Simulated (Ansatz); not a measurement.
# TiTe2 (fluorite): response to moved atoms and strain

Aim: move atoms of TiTe2 (fluorite) or strain its cell, and read the forces, the stress and the rise in energy. This structure was made by substitution into a known type, so it needn't be the compound's stable form.

Method: DFT PBE, scalar-relativistic, plane waves, PAW, in Ansatz 0.2.0.

1 further run of the same task is left out (set aside as unsound or not needed). Runs told in other sessions of the task aren't counted.

### Step 1. The starting structure

It takes space group Fm-3m (No. 225, cubic). The conventional cell has a = 6.886 Å, b = 6.886 Å, c = 6.886 Å, α = 90.00°, β = 90.00°, γ = 90.00°. Around Ti (site symmetry m-3m) lie 8 Te at 2.98 Å. Te (site symmetry -43m) has 4 Ti at 2.98 Å in its first shell of neighbours.

Structure file:

```cif
data_structure
_symmetry_space_group_name_H-M 'Fm-3m'
_symmetry_Int_Tables_number 225
_cell_length_a 6.8857
_cell_length_b 6.8857
_cell_length_c 6.8857
_cell_angle_alpha 90.000
_cell_angle_beta 90.000
_cell_angle_gamma 90.000
_cell_volume 326.47
loop_
_atom_site_label
_atom_site_type_symbol
_atom_site_symmetry_multiplicity
_atom_site_Wyckoff_symbol
_atom_site_fract_x
_atom_site_fract_y
_atom_site_fract_z
_atom_site_occupancy
Ti1 Ti 4 a 0.00000 0.00000 0.00000 1
Te1 Te 8 c 0.25000 0.75000 0.75000 1
```

This cell comes from an earlier session at PBE: 27.206 Å³/atom at -0.06 GPa, on a 10×10×10 mesh.

The changes: atom 3 (Te) moved 0.08 Å along y; atom 3 (Te) moved 0.05 Å along x; strain e5 = +0.01, atoms carried along; strain e6 = +0.01, atoms carried along; all atoms moved at random (σ = 0.1 Å), cell strained at random (1 %); all atoms moved at random (σ = 0.03 Å), cell strained at random (1 %).

### Step 2. Atom 3 (Te) moved 0.08 Å along y

Contents of input.yaml:

```yaml
crystal:
  lattice:
    - [0.0, 3.4428591255, 3.4428591255]
    - [3.4428591255, 0.0, 3.4428591255]
    - [3.4428591255, 3.4428591255, 0.0]
  atoms:
    - { symbol: Ti, position: [0.0, 0.0, 0.0] }
    - { symbol: Te, position: [0.25, 0.25, 0.25] }
    - { symbol: Te, position: [0.7616182506, 0.7383817494, 0.7616182506] }
basis:
  ecutwfc: 420
  ecutrho_ratio: 4
kpoints:
  mp_grid: { grid: [10, 10, 10] }
hamiltonian:
  xc: pbe
scf:
  occupations: { method: gaussian, width: 0.05 }
output:
  forces: true
  stress: true
  eigenvalues: true
  write_density: true
  write_potential: true
  elf: true
  volumetric_format: npy
```

On the command line:

```bash
$ ansatz run input.yaml --threads 2 --pin off --max-ram 2662MiB --backend cpu --events-out ev --progress --plain --runs-dir out
```

What it wrote, shortened:

```text
Warning: RAYON_NUM_THREADS=2 ignored (pool sized by the plan → 2); use --threads N
[...]
Pseudopotentials: kind: paw
Pseudopotential: Ti, paw, valence charge 12, recommended cutoff 420 eV (normal), Ti.paw.azcp
Pseudopotential: Te, paw, valence charge 16, recommended cutoff 420 eV (normal), Te.paw.azcp
Functional definition: PBE
[...]
Crystal: 3 atoms, lattice volume = 81.618 Å³
Basis set: ecut = 420 eV, 1639 PW (Γ), exchange–correlation on 72×72×72 points (8 copies of the dense FFT grid, shifted against one another)
Bands: 27, of which v1, the nominal top of the filled ones, is band 22 counted from 1 (21 counted from 0)
Symmetry: 4 space group operations
Space group: Imm2 (ITA 44), of the structure as read, at distance tolerance 4.3e-5 Å
k-points: 171 of 1000 (time reversal used)
[...]
SCF iter   1: F=—  HF=-16460.497004 eV  |F-HF|=—  |Δ(HF+E_count)|=         —  Δρ=2.04e-3  dr2=3.24e-3  ethr=1.77e-3  ⟨swp⟩=6.0  Hψ=20529  notcnv=0
[...]
SCF iter   7: F=-16460.497957 eV  HF=-16460.497957 eV  |F-HF|=1.42e-8  |Δ(HF+E_count)|=   9.17e-8  Δρ=4.95e-6  dr2=2.22e-8  ethr=2.27e-10  ⟨swp⟩=7.8  Hψ=32112  notcnv=0
[...]
SCF converged after 7 iterations
Free energy (F): -16460.497957 eV
[...]
E sigma→0 (E₀):  -16460.493695 eV
Entropy (-TS):   -0.008524 eV (-2.841 meV/atom)
Fermi energy:    10.727916 eV
[...]
--- Forces (eV/Å), atoms counted from 1 ---
  atom   1  Ti    -0.00000000     0.11538571    -0.00000000
  atom   2  Te     0.00000000     0.16665920    -0.00000000
  atom   3  Te    -0.00000000    -0.28202864     0.00000000
[...]
--- Stress (GPa, compression-positive) ---
       -0.028764      -0.000000       0.612361
       -0.000000       0.076113       0.000000
        0.612361       0.000000      -0.028764
  P = ⅓ Tr σ = 0.0062 GPa (0.062 kbar)
--- Band table (eV; the first three rows and the last of 171) ---
  k-point 0: bands = ["-47.0693", "-26.3620", "-26.3597", "-26.3553", "-26.3526", "-26.3521", "-26.3390", "-26.3362", "-26.3351", "-26.3198", "-26.3192", "-23.3378", "-23.3171", "-23.2972", "-2.4556", "1.3229", "6.4570", "6.4683", "6.5085", "10.3862", "10.4043", "10.5147", "10.5719", [...]
[...]
```

It took 27 s on 2 threads of Arm Neoverse V2, shared host; peak memory 0.55 GiB.

This gives: volume 27.206 Å³/atom, pressure 0.01 GPa, a metal on this mesh.

Forces on the atoms, as numbers:

```tsv
atom	x (eV/Å)	y (eV/Å)	z (eV/Å)
Ti1	0.000	0.115	0.000
Te2	0.000	0.167	0.000
Te3	0.000	-0.282	0.000
```

The maps below are laid out on this run's own conventional cell (a, b, c = 4.869, 4.869, 6.886 Å).

Density in a lattice plane of the grid's cell (edges 4.87 and 6.89 Å, at 0.000 of the third edge), which holds Ti and Te.

Values in e/Å³, 12 rows by 8 columns:
```
 3.86  0.89  0.22  0.31  0.40  0.31  0.22  0.89
 0.14  0.15  0.32  1.03  4.51  1.03  0.32  0.15
 0.05  0.09  0.34  3.74 16.92  3.74  0.34  0.09
 0.03  0.05  0.21  0.98  4.50  0.98  0.21  0.05
 0.01  0.02  0.08  0.25  0.40  0.25  0.08  0.02
 0.01  0.02  0.05  0.12  0.17  0.12  0.05  0.02
 0.01  0.03  0.09  0.30  0.49  0.30  0.09  0.03
 0.03  0.05  0.23  1.30  6.58  1.30  0.23  0.05
 0.05  0.09  0.34  3.63 16.92  3.63  0.34  0.09
 0.14  0.15  0.30  0.82  2.88  0.82  0.30  0.15
 3.85  0.88  0.20  0.26  0.32  0.26  0.20  0.88
10.20  3.41  0.17  0.14  0.14  0.14  0.17  3.41
```
Columns run along the first of these edges and rows up along the second, over one cell in 8 and 12 even steps from the bottom left corner. Atoms in the plane (fractional): Ti at (0.00, 0.00), Te at (0.50, 0.75), Te at (0.50, 0.26).

ELF in the same plane.

Values, 12 rows by 8 columns:
```
0.60 0.44 0.40 0.67 0.55 0.67 0.40 0.44
0.03 0.14 0.74 0.49 0.20 0.49 0.74 0.14
0.06 0.25 0.63 0.24 0.24 0.24 0.63 0.25
0.04 0.13 0.58 0.47 0.20 0.47 0.58 0.13
0.01 0.04 0.30 0.54 0.52 0.54 0.30 0.04
0.01 0.02 0.08 0.19 0.24 0.19 0.08 0.02
0.01 0.05 0.36 0.55 0.51 0.55 0.36 0.05
0.04 0.15 0.58 0.44 0.10 0.44 0.58 0.15
0.07 0.25 0.64 0.25 0.01 0.25 0.64 0.25
0.03 0.14 0.74 0.52 0.30 0.52 0.74 0.14
0.60 0.44 0.34 0.64 0.56 0.64 0.34 0.44
0.00 0.66 0.11 0.25 0.22 0.25 0.11 0.66
```
Columns run along the first of these edges and rows up along the second, over one cell in 8 and 12 even steps from the bottom left corner. Atoms in the plane (fractional): Ti at (0.00, 0.00), Te at (0.50, 0.75), Te at (0.50, 0.26).

Both are smooth fields of the valence electrons: close to the nuclei they are not physical.

Outside the cores ELF peaks at 0.75 on the Te–Ti line, 1.3 Å from Te.

### Step 3. Atom 3 (Te) moved 0.05 Å along x

input.yaml: that of step 2 with these lines changed.

```diff
@@ -8,3 +8,3 @@
     - { symbol: Te, position: [0.25, 0.25, 0.25] }
-    - { symbol: Te, position: [0.7616182506, 0.7383817494, 0.7616182506] }
+    - { symbol: Te, position: [0.7427385934, 0.7572614066, 0.7572614066] }
 basis:
@@ -22,5 +22 @@
   eigenvalues: true
-  write_density: true
-  write_potential: true
-  elf: true
-  volumetric_format: npy
```

On the command line:

```bash
$ ansatz run input.yaml --threads 2 --pin off --max-ram 2662MiB --backend cpu --events-out ev --progress --plain --runs-dir out
```

What it wrote, shortened:

```text
Warning: RAYON_NUM_THREADS=2 ignored (pool sized by the plan → 2); use --threads N
[...]
[... 4 set-up lines as earlier in the session ...]
[...]
Crystal: 3 atoms, lattice volume = 81.618 Å³
Basis set: ecut = 420 eV, 1639 PW (Γ), exchange–correlation on 72×72×72 points (8 copies of the dense FFT grid, shifted against one another)
Bands: 27, of which v1, the nominal top of the filled ones, is band 22 counted from 1 (21 counted from 0)
[... 2 set-up lines as earlier in the session ...]
k-points: 171 of 1000 (time reversal used)
[...]
SCF iter   1: F=—  HF=-16460.503865 eV  |F-HF|=—  |Δ(HF+E_count)|=         —  Δρ=2.03e-3  dr2=3.20e-3  ethr=1.77e-3  ⟨swp⟩=6.0  Hψ=20510  notcnv=0
[...]
SCF iter   7: F=-16460.504850 eV  HF=-16460.504850 eV  |F-HF|=1.92e-8  |Δ(HF+E_count)|=   1.44e-7  Δρ=4.21e-6  dr2=1.51e-8  ethr=2.27e-10  ⟨swp⟩=3.9  Hψ=19609  notcnv=0
[...]
SCF converged after 7 iterations
Free energy (F): -16460.504850 eV
[...]
E sigma→0 (E₀):  -16460.500598 eV
Entropy (-TS):   -0.008505 eV (-2.835 meV/atom)
Fermi energy:    10.728566 eV
[...]
--- Forces (eV/Å), atoms counted from 1 ---
  atom   1  Ti     0.07359237    -0.00000000     0.00000000
  atom   2  Te     0.10388933    -0.00000000     0.00000000
  atom   3  Te    -0.17747386     0.00000000    -0.00000000
[...]
--- Stress (GPa, compression-positive) ---
       -0.008074       0.000000      -0.000000
        0.000000      -0.049193       0.386530
       -0.000000       0.386530      -0.049193
  P = ⅓ Tr σ = -0.0355 GPa (-0.355 kbar)
--- Band table (eV; the first three rows and the last of 171) ---
[... band rows left out ...]
[...]
```

Wall time 19 s (2 threads of Arm Neoverse V2, shared host); peak memory 0.55 GiB.

This gives: volume 27.206 Å³/atom, pressure -0.04 GPa, metallic.

Forces on the atoms, as numbers:

```tsv
atom	x (eV/Å)	y (eV/Å)	z (eV/Å)
Ti1	0.074	0.000	0.000
Te2	0.104	0.000	0.000
Te3	-0.177	0.000	0.000
```

### Step 4. Strain e5 = +0.01, atoms carried along

Contents of input.yaml:

```yaml
crystal:
  lattice:
    - [0.0172142956, 3.4428591255, 3.4428591255]
    - [3.4600734211, 0.0, 3.4600734211]
    - [3.4428591255, 3.4428591255, 0.0172142956]
  atoms:
    - { symbol: Ti, position: [0.0, 0.0, 0.0] }
    - { symbol: Te, position: [0.25, 0.25, 0.25] }
    - { symbol: Te, position: [0.75, 0.75, 0.75] }
basis:
  ecutwfc: 420
  ecutrho_ratio: 4
kpoints:
  mp_grid: { grid: [10, 10, 10] }
hamiltonian:
  xc: pbe
scf:
  occupations: { method: gaussian, width: 0.05 }
output:
  forces: true
  stress: true
  eigenvalues: true
```

On the command line:

```bash
$ ansatz run input.yaml --threads 2 --pin off --max-ram 2662MiB --backend cpu --events-out ev --progress --plain --runs-dir out
```

What it wrote, shortened:

```text
Warning: RAYON_NUM_THREADS=2 ignored (pool sized by the plan → 2); use --threads N
[...]
[... 4 set-up lines as earlier in the session ...]
[...]
Crystal: 3 atoms, lattice volume = 81.616 Å³
Basis set: ecut = 420 eV, 1627 PW (Γ), exchange–correlation on 72×72×72 points (8 copies of the dense FFT grid, shifted against one another)
Bands: 27, of which v1, the nominal top of the filled ones, is band 22 counted from 1 (21 counted from 0)
Symmetry: 8 space group operations
Space group: Immm (ITA 71), of the structure as read, at distance tolerance 4.3e-5 Å
k-points: 171 of 1000
[...]
SCF iter   1: F=—  HF=-16460.508032 eV  |F-HF|=—  |Δ(HF+E_count)|=         —  Δρ=2.02e-3  dr2=3.16e-3  ethr=1.77e-3  ⟨swp⟩=6.0  Hψ=20471  notcnv=0
[...]
SCF iter   7: F=-16460.509011 eV  HF=-16460.509011 eV  |F-HF|=1.37e-8  |Δ(HF+E_count)|=   6.98e-8  Δρ=4.06e-6  dr2=1.43e-8  ethr=2.27e-10  ⟨swp⟩=6.4  Hψ=17810  notcnv=0
[...]
SCF converged after 7 iterations
Free energy (F): -16460.509011 eV
[...]
E sigma→0 (E₀):  -16460.504818 eV
Entropy (-TS):   -0.008386 eV (-2.795 meV/atom)
Fermi energy:    10.728753 eV
[...]
--- Forces (eV/Å), atoms counted from 1 ---
  atom   1  Ti     0.00000000     0.00000000     0.00000000
  atom   2  Te     0.00000000    -0.03971410     0.00000000
  atom   3  Te     0.00000000     0.03971410    -0.00000000
[...]
--- Stress (GPa, compression-positive) ---
       -0.058690      -0.000000      -0.115738
       -0.000000      -0.049613      -0.000000
       -0.115738      -0.000000      -0.058690
  P = ⅓ Tr σ = -0.0557 GPa (-0.557 kbar)
--- Band table (eV; the first three rows and the last of 171) ---
[... band rows left out ...]
[...]
```

Run time: 11 s. Hardware: 2 threads of Arm Neoverse V2, shared host; peak memory 0.56 GiB.

Read off: volume 27.205 Å³/atom, pressure -0.06 GPa, no gap.

Forces on the atoms, as numbers:

```tsv
atom	x (eV/Å)	y (eV/Å)	z (eV/Å)
Te2	0.000	-0.040	0.000
Te3	0.000	0.040	0.000
```

### Step 5. Strain e6 = +0.01, atoms carried along

input.yaml: that of step 4 with these lines changed.

```diff
@@ -3,4 +3,4 @@
     - [0.0172142956, 3.4428591255, 3.4428591255]
-    - [3.4600734211, 0.0, 3.4600734211]
-    - [3.4428591255, 3.4428591255, 0.0172142956]
+    - [3.4428591255, 0.0172142956, 3.4428591255]
+    - [3.4600734211, 3.4600734211, 0.0]
   atoms:
```

On the command line:

```bash
$ ansatz run input.yaml --threads 2 --pin off --max-ram 2662MiB --backend cpu --events-out ev --progress --plain --runs-dir out
```

What it wrote, shortened:

```text
Warning: RAYON_NUM_THREADS=2 ignored (pool sized by the plan → 2); use --threads N
[...]
[... 4 set-up lines as earlier in the session ...]
[...]
Crystal: 3 atoms, lattice volume = 81.616 Å³
Basis set: ecut = 420 eV, 1627 PW (Γ), exchange–correlation on 72×72×72 points (8 copies of the dense FFT grid, shifted against one another)
Bands: 27, of which v1, the nominal top of the filled ones, is band 22 counted from 1 (21 counted from 0)
[... 2 set-up lines as earlier in the session ...]
k-points: 171 of 1000
[...]
SCF iter   1: F=—  HF=-16460.508046 eV  |F-HF|=—  |Δ(HF+E_count)|=         —  Δρ=2.03e-3  dr2=3.17e-3  ethr=1.77e-3  ⟨swp⟩=6.0  Hψ=20479  notcnv=0
[...]
SCF iter   7: F=-16460.509011 eV  HF=-16460.509011 eV  |F-HF|=1.33e-8  |Δ(HF+E_count)|=   6.94e-8  Δρ=4.08e-6  dr2=1.44e-8  ethr=2.27e-10  ⟨swp⟩=6.4  Hψ=17761  notcnv=0
[...]
SCF converged after 7 iterations
Free energy (F): -16460.509011 eV
[...]
E sigma→0 (E₀):  -16460.504818 eV
Entropy (-TS):   -0.008386 eV (-2.795 meV/atom)
Fermi energy:    10.728753 eV
[...]
--- Forces (eV/Å), atoms counted from 1 ---
  atom   1  Ti     0.00000000     0.00000000    -0.00000000
  atom   2  Te     0.00000000    -0.00000000    -0.03971411
  atom   3  Te    -0.00000000     0.00000000     0.03971411
[...]
--- Stress (GPa, compression-positive) ---
       -0.058690      -0.115739      -0.000000
       -0.115739      -0.058690      -0.000000
       -0.000000      -0.000000      -0.049613
  P = ⅓ Tr σ = -0.0557 GPa (-0.557 kbar)
--- Band table (eV; the first three rows and the last of 171) ---
[... band rows left out ...]
[...]
```

Wall time 11 s (2 threads of Arm Neoverse V2, shared host); peak memory 0.56 GiB.

Result: volume 27.205 Å³/atom, pressure -0.06 GPa, no gap.

Forces on the atoms, as numbers:

```tsv
atom	x (eV/Å)	y (eV/Å)	z (eV/Å)
Te2	0.000	0.000	-0.040
Te3	0.000	0.000	0.040
```

### Step 6. All atoms moved at random (σ = 0.1 Å), cell strained at random (1 %)

Contents of input.yaml:

```yaml
crystal:
  lattice:
    - [0.0322629289, 3.4467375195, 3.4494741636]
    - [3.4674292764, 0.0273715076, 3.4543655849]
    - [3.4612130702, 3.4454127346, 0.0335877138]
  atoms:
    - { symbol: Ti, position: [-0.0199506767, 0.0102948077, 0.0143824671] }
    - { symbol: Te, position: [0.2463428667, 0.2290082459, 0.2608640325] }
    - { symbol: Te, position: [0.7736078099, 0.7606969464, 0.7247535004] }
basis:
  ecutwfc: 420
  ecutrho_ratio: 4
kpoints:
  mp_grid: { grid: [10, 10, 10] }
hamiltonian:
  xc: pbe
scf:
  occupations: { method: gaussian, width: 0.05 }
output:
  forces: true
  stress: true
  eigenvalues: true
```

On the command line:

```bash
$ ansatz run input.yaml --threads 2 --pin off --max-ram 2662MiB --backend cpu --events-out ev --progress --plain --runs-dir out
```

What it wrote, shortened:

```text
Warning: RAYON_NUM_THREADS=2 ignored (pool sized by the plan → 2); use --threads N
[...]
[... 4 set-up lines as earlier in the session ...]
[...]
Crystal: 3 atoms, lattice volume = 81.308 Å³
Basis set: ecut = 420 eV, 1589 PW (Γ), exchange–correlation on 72×72×72 points (8 copies of the dense FFT grid, shifted against one another)
Bands: 27, of which v1, the nominal top of the filled ones, is band 22 counted from 1 (21 counted from 0)
Symmetry: 1 space group operations
Space group: P1 (ITA 1), of the structure as read, at distance tolerance 4.3e-5 Å
k-points: 504 of 1000 (time reversal used)
[...]
SCF iter   1: F=—  HF=-16460.424223 eV  |F-HF|=—  |Δ(HF+E_count)|=         —  Δρ=2.34e-3  dr2=4.35e-3  ethr=1.77e-3  ⟨swp⟩=6.0  Hψ=60753  notcnv=0
[...]
SCF iter   7: F=-16460.424814 eV  HF=-16460.424814 eV  |F-HF|=5.06e-9  |Δ(HF+E_count)|=   7.63e-8  Δρ=9.05e-6  dr2=4.68e-8  ethr=2.27e-10  ⟨swp⟩=6.3  Hψ=54739  notcnv=0
[...]
SCF converged after 7 iterations
Free energy (F): -16460.424814 eV
[...]
E sigma→0 (E₀):  -16460.420392 eV
Entropy (-TS):   -0.008845 eV (-2.948 meV/atom)
Fermi energy:    10.783485 eV
[...]
--- Forces (eV/Å), atoms counted from 1 ---
  atom   1  Ti    -0.34508205    -0.13195701     0.18447911
  atom   2  Te     0.09420810    -0.12959067     0.45867922
  atom   3  Te     0.25085752     0.26153425    -0.64313371
[...]
--- Stress (GPa, compression-positive) ---
        0.071810       1.393994      -0.612817
        1.393994       0.654480      -0.192445
       -0.612817      -0.192444       1.478900
  P = ⅓ Tr σ = 0.7351 GPa (7.351 kbar)
--- Band table (eV; the first three rows and the last of 504) ---
[... band rows left out ...]
[...]
```

Wall time 58 s (2 threads of Arm Neoverse V2, shared host); peak memory 1 GiB.

In short: volume 27.103 Å³/atom, pressure 0.74 GPa, a metal on this mesh.

Forces on the atoms, as numbers:

```tsv
atom	x (eV/Å)	y (eV/Å)	z (eV/Å)
Ti1	-0.345	-0.132	0.184
Te2	0.094	-0.130	0.459
Te3	0.251	0.262	-0.643
```

### Step 7. All atoms moved at random (σ = 0.03 Å), cell strained at random (1 %)

Contents of input.yaml:

```yaml
crystal:
  lattice:
    - [-0.015430386, 3.3602769282, 3.4236530534]
    - [3.4127709691, -0.0510041844, 3.4592268518]
    - [3.3919216807, 3.3750014382, -0.030154896]
  atoms:
    - { symbol: Ti, position: [0.003910373, -0.002293799, -0.0007632811] }
    - { symbol: Te, position: [0.2536947241, 0.245136866, 0.2505407712] }
    - { symbol: Te, position: [0.7423949029, 0.757156933, 0.75022251] }
basis:
  ecutwfc: 420
  ecutrho_ratio: 4
kpoints:
  mp_grid: { grid: [10, 10, 10] }
hamiltonian:
  xc: pbe
scf:
  occupations: { method: gaussian, width: 0.05 }
output:
  forces: true
  stress: true
  eigenvalues: true
```

On the command line:

```bash
$ ansatz run input.yaml --threads 2 --pin off --max-ram 2662MiB --backend cpu --events-out ev --progress --plain --runs-dir out
```

What it wrote, shortened:

```text
Warning: RAYON_NUM_THREADS=2 ignored (pool sized by the plan → 2); use --threads N
[...]
[... 4 set-up lines as earlier in the session ...]
[...]
Crystal: 3 atoms, lattice volume = 79.980 Å³
Basis set: ecut = 420 eV, 1525 PW (Γ), exchange–correlation on 72×72×64 points (8 copies of the dense FFT grid, shifted against one another)
Bands: 27, of which v1, the nominal top of the filled ones, is band 22 counted from 1 (21 counted from 0)
[... 2 set-up lines as earlier in the session ...]
k-points: 504 of 1000 (time reversal used)
[...]
SCF iter   1: F=—  HF=-16460.488356 eV  |F-HF|=—  |Δ(HF+E_count)|=         —  Δρ=2.45e-3  dr2=4.23e-3  ethr=1.77e-3  ⟨swp⟩=6.0  Hψ=60510  notcnv=0
[...]
SCF iter   7: F=-16460.489010 eV  HF=-16460.489010 eV  |F-HF|=1.29e-8  |Δ(HF+E_count)|=   2.10e-8  Δρ=5.90e-6  dr2=2.42e-8  ethr=2.27e-10  ⟨swp⟩=6.4  Hψ=54639  notcnv=0
[...]
SCF converged after 7 iterations
Free energy (F): -16460.489010 eV
[...]
E sigma→0 (E₀):  -16460.484985 eV
Entropy (-TS):   -0.008050 eV (-2.683 meV/atom)
Fermi energy:    11.037584 eV
[...]
--- Forces (eV/Å), atoms counted from 1 ---
  atom   1  Ti     0.04940634    -0.05161002    -0.04725796
  atom   2  Te     0.18188707    -0.10220903     0.06574284
  atom   3  Te    -0.23129138     0.15381503    -0.01848798
[...]
--- Stress (GPa, compression-positive) ---
        1.579492       0.086104      -0.320793
        0.086104       1.890949       0.603013
       -0.320794       0.603013       0.602284
  P = ⅓ Tr σ = 1.3576 GPa (13.576 kbar)
--- Band table (eV; the first three rows and the last of 504) ---
[... band rows left out ...]
[...]
```

It took 55 s on 2 threads of Arm Neoverse V2, shared host; peak memory 1 GiB.

In short: volume 26.660 Å³/atom, pressure 1.36 GPa, a metal on this mesh.

Forces on the atoms, as numbers:

```tsv
atom	x (eV/Å)	y (eV/Å)	z (eV/Å)
Ti1	0.049	-0.052	-0.047
Te2	0.182	-0.102	0.066
Te3	-0.231	0.154	-0.018
```

### Step 8. The distortions side by side

| change | change of free energy (meV/atom) | largest force (eV/Å) | largest change of stress (GPa) |
| --- | --- | --- | --- |
| atom 3 (Te) moved 0.08 Å along y | 3.78 | 0.282 | 0.61 |
| atom 3 (Te) moved 0.05 Å along x | 1.48 | 0.177 | 0.39 |
| strain e5 = +0.01, atoms carried along | 0.10 | 0.040 | 0.12 |
| strain e6 = +0.01, atoms carried along | 0.10 | 0.040 | 0.12 |
| all atoms moved at random (σ = 0.1 Å), cell strained at random (1 %) | 28.16 | 0.738 | 1.54 |
| all atoms moved at random (σ = 0.03 Å), cell strained at random (1 %) | 6.77 | 0.278 | 1.95 |

Moving atom 3 by 0.08 Å meets a restoring force of 0.282 eV/Å along the move, a force constant of about 3.5 eV/Å². Moving atom 3 by 0.05 Å meets a restoring force of 0.177 eV/Å along the move, a force constant of about 3.5 eV/Å². The strain e5 = +0.01 changes that stress component by -0.12 GPa (compression positive), a ratio of 12 GPa; that is a secant over a finite strain with the atoms carried along, not the elastic constant. The strain e6 = +0.01 changes that stress component by -0.12 GPa (compression positive), a ratio of 12 GPa; that is a secant over a finite strain with the atoms carried along, not the elastic constant. No change lowers the energy by more than 0.5 meV/atom; other distortions weren't tried. Spin–orbit coupling is left out, though the cell holds Te; it can open a gap where p bands cross.
